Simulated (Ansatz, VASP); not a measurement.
# One calculation of TaN, two programs

File INCAR:

```
ALGO = Normal
EDIFF = 1E-8
ENCUT = 520
GGA = PS
ISIF = 2
ISMEAR = -1
LASPH = True
LCHARG = False
LEFG = True
LREAL = False
LWAVE = False
NBANDS = 15
NELM = 80
PREC = Accurate
SIGMA = 0.02
```

The input KPOINTS:

```
k-points
0
Gamma
  9 9 9
```

The input POSCAR:

```
TaN
1.0
    0.0000000000      2.1572100000      2.1790000000
    2.1572100000      0.0000000000      2.1790000000
    2.1572100000      2.1572100000      0.0000000000
Ta N
1 1
Direct
    0.5000000000      0.5000000000      0.5000000000
    0.0000000000      0.0000000000      0.0000000000
```

Input for Ansatz:

```yaml
crystal:
  lattice:
    - [0.0, 2.15721, 2.179]
    - [2.15721, 0.0, 2.179]
    - [2.15721, 2.15721, 0.0]
  atoms:
    - { symbol: Ta, position: [0.5, 0.5, 0.5] }
    - { symbol: "N", position: [0.0, 0.0, 0.0] }
kpoints:
  mp_grid: { grid: [9, 9, 9] }
scf:
  occupations: { method: fermi_dirac, width: 0.02 }
hamiltonian:
  xc: pbesol
  pseudopotentials: { kind: all_electron, datasets: crystal }
output:
  forces: true
  stress: true
  eigenvalues: true
  efg: { contact_densities: true }
```

Change from the starting cell: equal xx and yy strain of -1 %, crystal datasets.

Alike in both runs: task electric field gradients; functional PBEsol; k mesh 9 × 9 × 9; occupations fermi-dirac, width 0.02 eV; no spin polarisation.

```csv
,VASP,Ansatz
version,VASP 6.6.1,Ansatz 0.2.0
potentials or method,"VASP PAW PBE potentials, release 64 (Ta_pv, N)","all-electron PAW with datasets made for the crystal, scalar-relativistic"
plane-wave cutoff (eV),520,see its input
```

```tsv
	VASP	Ansatz	Ansatz less VASP
pressure (GPa)	13.5	12.2	-1.31
largest component of the traceless stress (GPa)	5.98	5.92	-0.067
Vzz of the field gradient on the site that differs most (V/Å²)	48.8	49.8	+1.01
```

Ansatz ran all-electron here, so the differences hold the error of VASP's frozen core and of both bases. Ansatz warned: «gradients_without_spin_orbit».

Caveats: the PAW data sets were made with another functional, which shifts forces and pressure a little (VASP). Spin-orbit coupling is left out, which matters for the levels of Ta.
